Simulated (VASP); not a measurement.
ZrS2, 3 atoms in the cell. Symmetry: P-3m1, No. 164, trigonal system. Conventional cell: a = 3.691 Å, b = 3.691 Å, c = 6.041 Å, α = 90.00°, β = 90.00°, γ = 120.00°. Zr (site symmetry -3m) has 6 S at 2.57 Å as nearest neighbours. Around S (site symmetry 3m) lie 3 Zr at 2.57 Å. The cell is a database's computed one.

| Quantity | Value |
| --- | --- |
| Program | VASP 6.6.1 |
| Task | relaxation of cell and atoms |
| Functional | PBE |
| Dispersion | D3(BJ) |
| Potentials or basis | VASP PAW PBE potentials, release 64 (Zr_sv, S) |
| Cutoff | 600 eV |
| k mesh | 9 × 9 × 6 |
| Occupations | gaussian, width 0.02 eV |
| Spin | no spin polarisation |
| Further INCAR settings | ALGO = Normal; EDIFF = 1e-07; IBRION = 2; EDIFFG = -0.005; NSW = 90; ISIF = 3 |

Potentials or basis: VASP PAW PBE potentials, release 64 (Zr_sv, S).

Launch:

```bash
$ cat potpaw_PBE.64/Zr_sv/POTCAR potpaw_PBE.64/S/POTCAR > POTCAR
$ mpirun -np 1 vasp_std > vasp.out
```

Hardware: 1 thread of Intel(R) Xeon(R) Platinum 8488C (Sapphire Rapids) (shared host).

Task: Estimate the wall time of this run.

Result: Wall time 8.9 min on 1 thread of Intel(R) Xeon(R) Platinum 8488C (Sapphire Rapids) (shared host), peak memory 0.27 GiB. Counts: scf iterations 119, k points 62, ion steps 13.
